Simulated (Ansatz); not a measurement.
Crystal: Sc.

```
Sc
1.0
     3.30900    0.00000    0.00000
    -1.65450    2.86568    0.00000
     0.00000    0.00000    5.27330
Sc
2
Direct
  0.66667 0.33333 0.75000
  0.33333 0.66667 0.25000
```

| Quantity | Value |
| --- | --- |
| Program | Ansatz 0.2.0 |
| Task | relaxation of cell and atoms |
| Functional | PBEsol |
| Potentials or basis | all-electron LAPW, scalar-relativistic |
| Basis error allowed | 0.001 eV/atom |
| k mesh | 9 × 9 × 5 |
| Occupations | fermi-dirac, width 0.05 eV |
| Spin | no spin polarisation |

At the start: volume 25.00 Å³/atom.

**Question.** Where does the relaxation end?

**Answer.** Over 5 steps the energy falls by 14.2 meV/atom and the volume is 23.67 Å³/atom (-5.3 %); space group P6_3/mmc (No. 194, to 0.05 Å).

Step by step:
```csv
step,energy change (eV),largest force (eV/Å),volume (Å³)
1,0.0000,0.0000,50.00
2,-0.0268,0.0000,46.81
3,-0.0283,0.0000,47.34
4,-0.0284,0.0000,47.34
5,-0.0284,0.0000,47.34
```

Final structure:
```
CELL_PARAMETERS angstrom
3.27607 0.00000 0.00000
-1.63803 2.83716 0.00000
0.00000 0.00000 5.09366
ATOMIC_POSITIONS crystal
Sc 0.66667 0.33333 0.75000
Sc 0.33333 0.66667 0.25000
```
